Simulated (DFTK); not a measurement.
AgCl (Chlorargyrite): single point with PBE

**Experimental background.**

From a printed reference work, data compilation, for a bulk crystal of AgCl: band gap 3.249 eV (indirect).

Crystal: AgCl (Chlorargyrite).

```
Ag Cl
1.0
     0.00000    2.73500    2.73500
     2.73500    0.00000    2.73500
     2.73500    2.73500    0.00000
Ag Cl
1 1
Direct
  0.00000 0.00000 0.00000
  0.50000 0.50000 0.50000
```

| Item | Value |
| --- | --- |
| Program | DFTK 0.8.2 |
| Task | single point |
| Functional | PBE |
| Potentials or basis | dojo.nc.sr.pbe.v0_4_1.standard.upf (PBE) |
| Cutoff | 1116 eV |
| k mesh | 8 × 8 × 8 |
| Occupations | fermi-dirac, width 0.05 eV |
| Spin | no spin polarisation |
| Valence electrons | Ag 19, Cl 7 |
| SCF tolerance on the density | 1e-06 |

The pressure is 3.8 GPa and the band gap on the k mesh is 0.91 eV, indirect (least direct gap 3.32 eV).

Levels at points of the mesh, in eV from the valence-band top:
| k point | band 10 | band 11 | band 12 | band 13 | band 14 | band 15 | band 16 | band 17 |
| --- | --- | --- | --- | --- | --- | --- | --- | --- |
| (0.00, 0.00, 0.00) | -2.57 | -2.49 | -2.49 | -2.49 | 0.91 | 10.67 | 10.67 | 10.67 |
| (-0.50, 0.00, 0.00) | -2.21 | -1.87 | 0.00 | 0.00 | 4.12 | 6.77 | 7.53 | 7.53 |
| (-0.50, -0.50, 0.00) | -2.36 | -2.08 | -2.08 | -1.96 | 2.31 | 7.90 | 8.78 | 11.75 |

It took 2.3 min on 1 thread of Intel(R) Xeon(R) Platinum 8488C (Sapphire Rapids), with other jobs on the host, peak memory 1.7 GiB.

Against the measured gap of AgCl, 3.249 eV (indirect; a printed reference work, data compilation), the calculated 0.91 eV is off by -2.34 eV. So large a miss can be the level of theory's own, or it may mean another phase, state or a wrong row. Spin-orbit coupling on Ag is left out. The value is that of PBE on a finite k mesh, which can miss the band edges, without temperature or zero-point motion. Semilocal functionals fall short of measured gaps as a rule.
